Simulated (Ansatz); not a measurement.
**How far is PAW off for TiS₂?**

```
Ti S
1.0
     3.41200    0.00000    0.00000
    -1.70600    2.95488    0.00000
     0.00000    0.00000    5.80890
Ti S
1 2
Cartesian
  0.0000 0.0000 0.0000
  0.0000 1.9699 1.4522
  1.7060 0.9850 4.3567
```

Atom numbers follow the list: Ti1, S2, S3.

The cell is COD entry 1537865, as deposited and not checked against the literature; nothing was relaxed. It is an old determination, and later ones may differ. The listed cell was then made from it by scaling, straining or moving an atom.

Levels of theory: DFT, PBE, PAW with Ansatz's default frozen-core files, scalar-relativistic (Ansatz 0.2.0); DFT, PBE, all-electron LAPW, scalar-relativistic (Ansatz 0.2.0).

For PAW: a Γ-centred 14×14×7 k mesh, Fermi–Dirac smearing of 0.05 eV, cutoff 420 eV, no spin polarisation. LAPW targets a basis error of 1 meV/atom. The Ansatz runs share mesh, smearing and spin set-up. Plane-wave (PAW) pressures include the program's estimate of the Pulay term.

Stress and pressure are positive in compression.

PAW results:

| quantity | PAW |
| --- | --- |
| pressure (GPa) | -1.43 |
| stress xx (GPa) | -1.20 |
| stress zz (GPa) | -1.89 |
| force on S2, z (eV/Å) | -0.456 |

(1) What does full-potential LAPW give for the same quantities?

Results:

(1) 
| quantity | LAPW |
| --- | --- |
| pressure (GPa) | -1.42 |
| stress xx (GPa) | -1.19 |
| stress zz (GPa) | -1.87 |
| force on S2, z (eV/Å) | -0.455 |
